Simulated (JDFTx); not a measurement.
# Au (Im-3m) in JDFTx: equation of state

How stiff is Au in PBE, and what volume does it want? The cell is scaled to several volumes.

All numbers are computed with JDFTx 1.7.0 (patched build); they aren't measurements. Logs are shortened: lines on timing, memory, paths and dates and some standing lists are left out, and cuts for length are marked. The log counts tension as positive stress, the text compression.

## Step 1: The structure

Symmetry: Im-3m, No. 229, cubic system. The conventional cell has a = 3.315 Å, b = 3.315 Å, c = 3.315 Å, α = 90.00°, β = 90.00°, γ = 90.00°. Around Au (site symmetry m-3m) lie 8 Au at 2.87 Å.

This isn't the form of Au at room conditions, which is fcc.

## Step 2: Equation of state, PBE, 17.11 Å³/atom (volume scaled by 0.94)

The input, Au.in:

```
lattice \
   -3.0678526160     3.0678526160     3.0678526160 \
    3.0678526160    -3.0678526160     3.0678526160 \
    3.0678526160     3.0678526160    -3.0678526160
coords-type Lattice
ion Au     0.0000000000     0.0000000000     0.0000000000 1

ion-species pseudo/Au.upf
elec-cutoff 38
elec-ex-corr gga-PBE
kpoint-folding 11 11 11
elec-smearing Fermi 0.0018374661
elec-n-bands 15
electronic-SCF nIterations 100 energyDiffThreshold 1e-09
electronic-minimize nIterations 30 energyDiffThreshold 1e-7
forces-output-coords Cartesian

dump-name run.$VAR
dump End Ecomponents EigStats BandEigs Kpoints Forces Stress ElecDensity Dtot KEdensity
```

Potentials or basis: PseudoDojo-SR-PBE-0.5-standard.

Command:

```console
> jdftx -c 1 -i Au.in -o Au.out
```

The program printed:

```text
*************** JDFTx 1.7.0 (patched build) ***************

Input parsed successfully to the following command list (including defaults):
[... the input with its defaults ...]

---------- Setting up symmetries ----------

Found 48 point-group symmetries of the bravais lattice
Found 48 space-group symmetries with basis
Applied RMS atom displacement 0 bohrs to make symmetries exact.

---------- Initializing the Grid ----------
R =
[     -3.06785      3.06785      3.06785  ]
[      3.06785     -3.06785      3.06785  ]
[      3.06785      3.06785     -3.06785  ]
unit cell volume = 115.495
G =
[ -1.51664e-17    1.02404    1.02404  ]
[    1.02404 -1.51664e-17    1.02404  ]
[    1.02404    1.02404 -1.51664e-17  ]
Minimum fftbox size, Smin = [  32  32  32  ]
Chosen fftbox size, S = [  32  32  32  ]

---------- Exchange Correlation functional ----------
Initalized PBE GGA exchange.
Initalized PBE GGA correlation.

---------- Setting up pseudopotentials ----------
Width of ionic core gaussian charges (only for fluid interactions / plotting) set to 0

Reading pseudopotential file 'pseudo/Au.upf':
  'Au' pseudopotential, 'PBE' functional
  Generated using ONCVPSP code by D. R. Hamann
  19 valence electrons, 4 orbitals, 7 projectors, 1001 radial grid points, with lMax = 3
    5S    l: 0   occupation:  2.0   eigenvalue: -3.982491
    5P    l: 1   occupation:  6.0   eigenvalue: -2.196962
    5D    l: 2   occupation: 10.0   eigenvalue: -0.252734
    6S    l: 0   occupation:  1.0   eigenvalue: -0.211760
  Core radius for overlap checks: 1.57 bohrs.

Initialized 1 species with 1 total atoms.

Folded 1 k-points by 11x11x11 to 1331 k-points.

---------- Setting up k-points, bands, fillings ----------
Reduced to 56 k-points under symmetry.
Computing the number of bands and number of electrons
Calculating initial fillings.
nElectrons:  19.000000   nBands: 15   nStates: 56

----- Setting up reduced wavefunction bases (one per k-point) -----
average nbasis = 1291.989 , ideal nbasis = 1292.209

---------- Setting up ewald sum ----------
Optimum gaussian width for ewald sums = 1.915501 bohr.
Real space sum over 2197 unit cells with max indices [  6  6  6  ]
Reciprocal space sum over 2197 terms with max indices [  6  6  6  ]

---------- Allocating electronic variables ----------
Initializing wave functions:  linear combination of atomic orbitals
Note: number of bands (15) exceeds available atomic orbitals (10)
Au pseudo-atom occupations:   s ( 2 1 )  p ( 6 )  d ( 10 )
	FillingsUpdate:  mu: +0.741976512  nElectrons: 19.000000
LCAOMinimize: Iter:   0  F: -137.8712572048868310  |grad|_K:  1.547e-03  alpha:  1.000e+00
	FillingsUpdate:  mu: +0.758981605  nElectrons: 19.000000
LCAOMinimize: Iter:   1  F: -137.8790027878989690  |grad|_K:  3.804e-05  alpha:  5.411e-01  linmin:  4.133e-01  cgtest: -9.276e-01
	FillingsUpdate:  mu: +0.758986953  nElectrons: 19.000000
[... 27 lines of inner loops ...]
	FillingsUpdate:  mu: +0.758580883  nElectrons: 19.000000
LCAOMinimize: Iter:   9  F: -137.8790082953495357  |grad|_K:  2.671e-09  alpha: -4.951e-02  linmin: -3.396e-01  cgtest:  1.000e+00
LCAOMinimize: Encountered beta<0, resetting CG.
LCAOMinimize: Converged (|Delta F|<1.000000e-06 for 2 iters).

-------- Electronic minimization -----------
Will mix electronic density at each iteration.
	FillingsUpdate:  mu: +0.758580883  nElectrons: 19.000000
	FillingsUpdate:  mu: +0.750239951  nElectrons: 19.000000
SCF: Cycle:  0   F: -137.893796760633819   dF: -1.479e-02   |Residual|: 2.048e-02   |deigs|: 2.986e-01
	FillingsUpdate:  mu: +0.751531249  nElectrons: 19.000000
SCF: Cycle:  1   F: -137.894037003768005   dF: -2.402e-04   |Residual|: 8.084e-03   |deigs|: 6.923e-03
	FillingsUpdate:  mu: +0.751523893  nElectrons: 19.000000
SCF: Cycle:  2   F: -137.894043453836588   dF: -6.450e-06   |Residual|: 2.584e-03   |deigs|: 1.025e-03
	FillingsUpdate:  mu: +0.751260443  nElectrons: 19.000000
SCF: Cycle:  3   F: -137.894044784089260   dF: -1.330e-06   |Residual|: 5.356e-04   |deigs|: 5.370e-04
	FillingsUpdate:  mu: +0.751313587  nElectrons: 19.000000
SCF: Cycle:  4   F: -137.894044901572528   dF: -1.175e-07   |Residual|: 3.091e-04   |deigs|: 2.706e-04
	FillingsUpdate:  mu: +0.751284806  nElectrons: 19.000000
SCF: Cycle:  5   F: -137.894044988241831   dF: -8.667e-08   |Residual|: 2.924e-05   |deigs|: 2.251e-04
	FillingsUpdate:  mu: +0.751287321  nElectrons: 19.000000
SCF: Cycle:  6   F: -137.894044994003110   dF: -5.761e-09   |Residual|: 1.640e-05   |deigs|: 1.625e-04
	FillingsUpdate:  mu: +0.751287081  nElectrons: 19.000000
SCF: Cycle:  7   F: -137.894044995896877   dF: -1.894e-09   |Residual|: 1.967e-05   |deigs|: 2.147e-04
	FillingsUpdate:  mu: +0.751286571  nElectrons: 19.000000
SCF: Cycle:  8   F: -137.894044996509564   dF: -6.127e-10   |Residual|: 6.600e-06   |deigs|: 3.070e-04
	FillingsUpdate:  mu: +0.751285454  nElectrons: 19.000000
SCF: Cycle:  9   F: -137.894044996661819   dF: -1.523e-10   |Residual|: 5.317e-06   |deigs|: 2.658e-04
SCF: Converged (|Delta E|<1.000000e-09 for 2 iters).

Setting wave functions to eigenvectors of Hamiltonian

# Stress tensor in Cartesian coordinates [Eh/a0^3]:
[ -0.000280078            0            0  ]
[            0 -0.000280078            0  ]
[            0            0 -0.000280078  ]

# Ionic positions in lattice coordinates:
ion Au   0.000000000000000   0.000000000000000   0.000000000000000 1

# Forces in Cartesian coordinates:
force Au   0.000000000000000   0.000000000000000  -0.000000000000000 1

# Energy components:
   Eewald =     -107.0588649223935960
       EH =       26.1273726150974888
     Eloc =      -86.2731270269439392
      Enl =        2.5125949912756034
      Exc =      -26.0711630272850883
 Exc_core =       10.3038635726600880
       KE =       42.5654867832349453
-------------------------------------
     Etot =     -137.8938370143545171
       TS =        0.0002079823073117
-------------------------------------
        F =     -137.8940449966618189

IonicMinimize: Iter:   0  F: -137.894044996661819  |grad|_K:  0.000e+00
IonicMinimize: Converged (|grad|_K<1.000000e-04).

#--- Lowdin population analysis ---
# oxidation-state Au +0.158

Dumping 'run.eigStats' ...
	eMin: -3.124875 at state 0 ( [ +0.000000 +0.000000 +0.000000 ] spin 0 )
	HOMO: +0.751138 at state 48 ( [ +0.272727 +0.363636 -0.363636 ] spin 0 )
	mu  : +0.751285
	LUMO: +0.752024 at state 31 ( [ +0.090909 +0.454545 -0.363636 ] spin 0 )
	eMax: +1.696962 at state 36 ( [ +0.181818 +0.181818 +0.181818 ] spin 0 )
	HOMO-LUMO gap: +0.000887
	Optical gap  : +0.073206 at state 31 ( [ +0.090909 +0.454545 -0.363636 ] spin 0 )
Done!
```

Run time: 34 s. Hardware: 1 thread of Arm Neoverse V1, shared host; peak memory 0.08 GiB.

Results:

| Quantity | Value |
| --- | --- |
| Free energy | -3752.2881 eV |
| Pressure | 8.2 GPa |
| Band gap on the k mesh | none (metal or under the smearing width) |

## Step 3: Equation of state, PBE, 17.48 Å³/atom (volume scaled by 0.96)

The input, Au.in:

```
lattice \
   -3.0894579238     3.0894579238     3.0894579238 \
    3.0894579238    -3.0894579238     3.0894579238 \
    3.0894579238     3.0894579238    -3.0894579238
coords-type Lattice
ion Au     0.0000000000     0.0000000000     0.0000000000 1

ion-species pseudo/Au.upf
elec-cutoff 38
elec-ex-corr gga-PBE
kpoint-folding 11 11 11
elec-smearing Fermi 0.0018374661
elec-n-bands 15
electronic-SCF nIterations 100 energyDiffThreshold 1e-09
electronic-minimize nIterations 30 energyDiffThreshold 1e-7
forces-output-coords Cartesian

dump-name run.$VAR
dump End Ecomponents EigStats BandEigs Kpoints Forces Stress
```

Potentials or basis: PseudoDojo-SR-PBE-0.5-standard.

Command:

```console
> jdftx -c 1 -i Au.in -o Au.out
```

It took 28 s on 1 thread of Arm Neoverse V1, shared host; peak memory 0.08 GiB.

It converged, with:

```yaml
Free_energy: -3752.3027 eV
Pressure: 4.6 GPa
Band_gap_on_the_k_mesh: none (metal or under the smearing width)
```

## Step 4: Equation of state, PBE, 17.84 Å³/atom (volume scaled by 0.98)

Au.in, as its differences from that of step 3:

```diff
@@ -1,5 +1,5 @@
 lattice \
-   -3.0894579238     3.0894579238     3.0894579238 \
-    3.0894579238    -3.0894579238     3.0894579238 \
-    3.0894579238     3.0894579238    -3.0894579238
+   -3.1107652034     3.1107652034     3.1107652034 \
+    3.1107652034    -3.1107652034     3.1107652034 \
+    3.1107652034     3.1107652034    -3.1107652034
 coords-type Lattice
```

Command:

```console
> jdftx -c 1 -i Au.in -o Au.out
```

It took 28 s on 1 thread of Arm Neoverse V1, shared host; peak memory 0.08 GiB.

Results (log left out):

| Property | Result |
| --- | --- |
| Free energy | -3752.3096 eV |
| Pressure | 1.5 GPa |
| Band gap on the k mesh | none (metal or under the smearing width) |

## Step 5: Equation of state, PBE, 18.21 Å³/atom

Au.in, as its differences from that of step 4:

```diff
@@ -1,5 +1,5 @@
 lattice \
-   -3.1107652034     3.1107652034     3.1107652034 \
-    3.1107652034    -3.1107652034     3.1107652034 \
-    3.1107652034     3.1107652034    -3.1107652034
+   -3.1317845248     3.1317845248     3.1317845248 \
+    3.1317845248    -3.1317845248     3.1317845248 \
+    3.1317845248     3.1317845248    -3.1317845248
 coords-type Lattice
```

Command:

```console
> jdftx -c 1 -i Au.in -o Au.out
```

It took 30 s on 1 thread of Arm Neoverse V1, shared host; peak memory 0.08 GiB.

Results (log left out):

```yaml
Free_energy: -3752.3098 eV
Pressure: -1.2 GPa
Band_gap_on_the_k_mesh: none (metal or under the smearing width)
```

## Step 6: Equation of state, PBE, 18.57 Å³/atom (volume scaled by 1.02)

Au.in, as its differences from that of step 5:

```diff
@@ -1,5 +1,5 @@
 lattice \
-   -3.1317845248     3.1317845248     3.1317845248 \
-    3.1317845248    -3.1317845248     3.1317845248 \
-    3.1317845248     3.1317845248    -3.1317845248
+   -3.1525254241     3.1525254241     3.1525254241 \
+    3.1525254241    -3.1525254241     3.1525254241 \
+    3.1525254241     3.1525254241    -3.1525254241
 coords-type Lattice
```

Potentials or basis: PseudoDojo-SR-PBE-0.5-standard.

Command:

```console
> jdftx -c 1 -i Au.in -o Au.out
```

It took 29 s on 1 thread of Arm Neoverse V1, shared host; peak memory 0.08 GiB.

It converged, with:

```yaml
Free_energy: -3752.3043 eV
Pressure: -3.6 GPa
Band_gap_on_the_k_mesh: none (metal or under the smearing width)
```

## Step 7: Equation of state, PBE, 18.94 Å³/atom (volume scaled by 1.04)

Au.in, as its differences from that of step 6:

```diff
@@ -1,5 +1,5 @@
 lattice \
-   -3.1525254241     3.1525254241     3.1525254241 \
-    3.1525254241    -3.1525254241     3.1525254241 \
-    3.1525254241     3.1525254241    -3.1525254241
+   -3.1729969421     3.1729969421     3.1729969421 \
+    3.1729969421    -3.1729969421     3.1729969421 \
+    3.1729969421     3.1729969421    -3.1729969421
 coords-type Lattice
```

Command:

```console
> jdftx -c 1 -i Au.in -o Au.out
```

It took 28 s on 1 thread of Arm Neoverse V1, shared host; peak memory 0.08 GiB.

Results (log left out):

* Free energy: -3752.2936 eV
* Pressure: -5.7 GPa
* Band gap on the k mesh: none (metal or under the smearing width)

## Step 8: Equation of state, PBE, 19.30 Å³/atom (volume scaled by 1.06)

Au.in, as its differences from that of step 7:

```diff
@@ -1,5 +1,5 @@
 lattice \
-   -3.1729969421     3.1729969421     3.1729969421 \
-    3.1729969421    -3.1729969421     3.1729969421 \
-    3.1729969421     3.1729969421    -3.1729969421
+   -3.1932076586     3.1932076586     3.1932076586 \
+    3.1932076586    -3.1932076586     3.1932076586 \
+    3.1932076586     3.1932076586    -3.1932076586
 coords-type Lattice
```

Command:

```console
> jdftx -c 1 -i Au.in -o Au.out
```

It took 29 s on 1 thread of Arm Neoverse V1, shared host; peak memory 0.09 GiB.

Results (log left out):

```yaml
Free_energy: -3752.2785 eV
Pressure: -7.6 GPa
Band_gap_on_the_k_mesh: none (metal or under the smearing width)
```

## Step 9: Equation of state, PBE

Potentials or basis: PseudoDojo-SR-PBE-0.5-standard.

This step only gathers the single runs of the series.

What came out:

```yaml
Equilibrium_volume: 18.04 Å³/atom
Bulk_modulus: 135 GPa
Pressure_derivative_of_the_bulk_modulus: 5.7
```

Energy against volume, from the lowest point:
```
volume (Å³/atom)  energy (meV/atom)
          17.115              21.73
          17.479               7.16
          17.843               0.25
          18.207               0.00
          18.571               5.57
          18.935              16.23
          19.299              31.35
```

The run has no spin-orbit coupling, so splittings on Au are missing.
